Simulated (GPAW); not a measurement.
The system is AlRu.

```
CELL_PARAMETERS angstrom
2.99160 0.00000 0.00000
0.00000 2.99160 0.00000
0.00000 0.00000 2.99160
ATOMIC_POSITIONS crystal
Ru 0.50000 0.50000 0.50000
Al 0.00000 0.00000 0.00000
```

Base run:

```yaml
Program: GPAW 26.7.0
Functional: PBE
Potentials_or_basis: GPAW PAW data sets (gpaw-data 1.2.1)
Cutoff: 600 eV
Basis: pw
k_mesh: 9 × 9 × 9
Occupations: gaussian, width 0.1 eV
Spin: no spin polarisation
```

Its results: band gap on the k mesh none (metal or under the smearing width); pressure 3.2 GPa.

Question: The run is repeated on the same cell with these changes: functional from PBE to LDA; potentials or basis from GPAW PAW data sets (gpaw-data 1.2.1) to the program's PAW data sets (release 1.2.1) made for this functional. What comes out?

Answer: Band gap on the k mesh none (metal or under the smearing width); pressure -7.6 GPa.
